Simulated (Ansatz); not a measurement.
# TiTe2: how the settings move a single-point run

Aim: see which settings change the result for TiTe2, by how much, and at what cost. The cell is built on a prototype (3R-MoS2 type) and needn't be the phase found in nature.

Computed with Ansatz 0.2.0 (reference: DFT, PBE, plane waves, PAW, unless a step's input says otherwise).

## Step 1: The structure to begin with

Symmetry: R3m, No. 160, trigonal system. Conventional cell: a = 3.760 Å, b = 3.760 Å, c = 20.445 Å, α = 90.00°, β = 90.00°, γ = 120.00°. Ti (site symmetry 3m) is surrounded by 6 Te at 2.78 to 2.80 Å. Te (site symmetry 3m) has 3 Ti at 2.80 Å in its first shell of neighbours. Around Te (site symmetry 3m) lie 3 Ti at 2.78 Å.

As a file:

```
CELL_PARAMETERS angstrom
1.88006 1.08545 6.81515
-1.88006 1.08545 6.81515
0.00000 -2.17091 6.81515
ATOMIC_POSITIONS crystal
Ti 0.99969 0.99969 0.99969
Te 0.41913 0.41913 0.41913
Te 0.24784 0.24784 0.24784
```

## Step 2: Baseline

Input file input.yaml:

```yaml
crystal:
  lattice:
    - [1.8800618742, 1.0854542292, 6.8151508202]
    - [-1.8800618742, 1.0854542292, 6.8151508202]
    - [0.0, -2.1709084583, 6.8151508202]
  atoms:
    - { symbol: Ti, position: [-0.0003050365, -0.0003050365, -0.0003050365] }
    - { symbol: Te, position: [0.4191340035, 0.4191340035, 0.4191340035] }
    - { symbol: Te, position: [0.2478376996, 0.2478376996, 0.2478376996] }
kpoints:
  mp_grid: { grid: [6, 6, 6] }
hamiltonian:
  xc: pbe
scf:
  occupations: { method: fermi_dirac, width: 0.02 }
  n_extra_bands: 4
output:
  forces: true
  stress: true
  eigenvalues: true
  write_density: true
  write_potential: true
  elf: true
  volumetric_format: npy
```

Run with:

```bash
$ ansatz run input.yaml --threads 4 --pin off --max-ram 3686MiB --backend cpu --events-out ev --progress --plain --runs-dir out
```

## Step 3: Changed: mp_grid.grid [3, 3, 3]

input.yaml, as its differences from that of step 2:

```diff
@@ -10,3 +10,3 @@
 kpoints:
-  mp_grid: { grid: [6, 6, 6] }
+  mp_grid: { grid: [3, 3, 3] }
 hamiltonian:
@@ -20,5 +20 @@
   eigenvalues: true
-  write_density: true
-  write_potential: true
-  elf: true
-  volumetric_format: npy
```

## Step 4: Changing settings: pseudopotentials.kind nc

input.yaml, as its differences from that of step 2:

```diff
@@ -13,2 +13,3 @@
   xc: pbe
+  pseudopotentials: { kind: nc }
 scf:
@@ -20,5 +21 @@
   eigenvalues: true
-  write_density: true
-  write_potential: true
-  elf: true
-  volumetric_format: npy
```

## Step 5: Variant: occupations.method cold, occupations.width 0.001

input.yaml, as its differences from that of step 2:

```diff
@@ -14,3 +14,3 @@
 scf:
-  occupations: { method: fermi_dirac, width: 0.02 }
+  occupations: { method: cold, width: 0.001 }
   n_extra_bands: 4
@@ -20,5 +20 @@
   eigenvalues: true
-  write_density: true
-  write_potential: true
-  elf: true
-  volumetric_format: npy
```

## Step 6: A run with other settings

input.yaml, as its differences from that of step 2:

```diff
@@ -16,2 +16,3 @@
   n_extra_bands: 4
+  max_iter: 66
 output:
@@ -20,5 +21,4 @@
   eigenvalues: true
-  write_density: true
-  write_potential: true
-  elf: true
-  volumetric_format: npy
+magnetization:
+  spin_polarized: true
+  initial_magnetization: 2.0
```

## Step 8: The same system, input altered

input.yaml, as its differences from that of step 2:

```diff
@@ -16,2 +16,3 @@
   n_extra_bands: 4
+  max_iter: 75
 output:
@@ -20,5 +21,4 @@
   eigenvalues: true
-  write_density: true
-  write_potential: true
-  elf: true
-  volumetric_format: npy
+magnetization:
+  spin_polarized: true
+  initial_magnetization: 6.0
```

## Step 10: Changed: xc pbesol

input.yaml, as its differences from that of step 2:

```diff
@@ -12,3 +12,3 @@
 hamiltonian:
-  xc: pbe
+  xc: pbesol
 scf:
@@ -20,5 +20 @@
   eigenvalues: true
-  write_density: true
-  write_potential: true
-  elf: true
-  volumetric_format: npy
```

(Steps that only read results are left out.)

Q: Predict the outcome of this session. Wanted: for each run, ending; energy change; pressure; gap; abs. moment; force.

As calculated:

```
                                                run     ending        energy change  pressure (GPa)  gap (eV)  abs. moment (μB)  force (eV/Å)  cycles   time
                                          reference  converged                    0             1.1      0.00              0.00          0.14       7  4.5 s
                          1: mp_grid.grid [3, 3, 3]  converged       +38.1 meV/atom             1.8      0.00              0.00          0.13       7  1.2 s
                        2: pseudopotentials.kind nc  converged       not comparable             1.1      0.00              0.00          0.14      11   16 s
3: occupations.method cold, occupations.width 0.001  converged  +0.1 meV/atom (σ→0)             1.1      0.00              0.00          0.14      15  4.7 s
  4: spin_polarized true, initial_magnetization 2.0  converged         0.0 meV/atom             1.0         -              0.08          0.13      16   11 s
  5: spin_polarized true, initial_magnetization 6.0  converged         0.0 meV/atom             1.0         -              0.08          0.13      16   11 s
                                       6: xc pbesol  converged       not comparable            -2.0      0.00              0.00          0.06       7    3 s
```

Times don't compare one to one where runs were asked for different outputs or read a saved state (see the inputs); cycles may leave out searches for a lower state.

Residual by cycle in the longest SCF loop of each run; runs are numbered as in the table. The quantity is the density residual dr2, in eV.

```
cycle  reference    run 1    run 2    run 3    run 4    run 5   run 6
    1     0.0673   0.0487     55.2   0.0676     1.55     9.55   0.132
    2     0.0625  0.00973     14.6   0.0251    0.785      1.7   0.178
    4     2.9e-4   3.5e-4      7.8   0.0117   0.0572   0.0944  1.0e-4
    5     1.1e-5   3.5e-5    0.891  0.00466   0.0175   0.0195  9.4e-6
    6     2.7e-6   1.5e-6  0.00207  0.00155  0.00219  0.00267  7.2e-7
    8          -        -   4.5e-4   4.5e-4   6.0e-4   1.3e-4       -
    9          -        -   4.8e-5   2.5e-4   1.4e-5   1.6e-5       -
   11          -        -   4.4e-8   4.1e-5   3.7e-7   8.9e-7       -
   12          -        -        -   1.6e-5   2.3e-8   4.6e-8       -
   13          -        -        -   1.8e-6   7.9e-9   2.5e-9       -
   15          -        -        -   5.2e-8   2.4e-9  1.5e-10       -
   16          -        -        -        -  2.5e-10  1.8e-10       -
```

**Reading.** Of the variants the dearest is «pseudopotentials.kind nc» (16 s), the cheapest «mp_grid.grid [3, 3, 3]» (1.2 s), on a shared host.
